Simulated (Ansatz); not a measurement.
Here is an Ansatz 0.2.0 calculation.

Contents of input.yaml:

```yaml
crystal:
  lattice:
    - [0.0, 2.77, 2.77]
    - [2.77, 0.0, 2.77]
    - [2.77, 2.77, 0.0]
  atoms:
    - { symbol: Te, position: [0.75, 0.75, 0.75] }
    - { symbol: Be, position: [0.0, 0.0, 0.0] }
kpoints:
  mp_grid: { grid: [8, 8, 8] }
  band_path:
    path:
      - [0.0, 0.0, 0.0]
      - [0.5, 0.0, 0.5]
      - [0.5, 0.25, 0.75]
      - [0.375, 0.375, 0.75]
      - [0.0, 0.0, 0.0]
      - [0.5, 0.5, 0.5]
      - [0.625, 0.25, 0.625]
      - [0.5, 0.25, 0.75]
    npoints: 6
scf:
  occupations: { method: fermi_dirac, width: 0.05 }
hamiltonian:
  xc: lda
  pseudopotentials: { kind: all_electron, lapw: { basis_error: 0.001 } }
output:
  forces: true
  stress: true
  eigenvalues: true
```

Potentials or basis: all-electron LAPW, scalar-relativistic.

Run with:

```bash
$ ansatz run input.yaml --threads 1 --pin off --max-ram 3072MiB --backend cpu --events-out ev --progress --plain --runs-dir out
```

**Question.** Estimate the pressure.

**Answer.** 0.5 GPa.

**Question.** Predict the band gap on the k mesh.

**Answer.** 1.77 eV, indirect (least direct gap 3.58 eV).

Levels at the corners of the path, in eV from the valence-band top:
```tsv
point	band 11	band 12	band 13	band 14	band 15	band 16	band 17	band 18
Γ	-12.68	0.00	0.00	0.00	3.58	3.58	3.58	4.05
X	-10.71	-5.33	-2.82	-2.82	1.77	2.62	9.97	9.97
W	-10.67	-4.73	-3.97	-3.45	5.25	5.49	5.60	6.44
K	-10.73	-4.94	-4.16	-2.39	2.59	5.28	8.05	8.37
Γ	-12.68	0.00	0.00	0.00	3.58	3.58	3.58	4.05
L	-11.23	-5.84	-1.21	-1.21	3.20	4.58	4.58	7.66
U	-10.73	-4.94	-4.16	-2.39	2.59	5.28	8.05	8.37
W	-10.67	-4.73	-3.97	-3.45	5.25	5.49	5.60	6.44
```

Caveat: spin-orbit coupling is left out, which moves the levels of the heavy elements. Expect the measured gap to be larger: semilocal functionals such as LDA lack the derivative discontinuity.
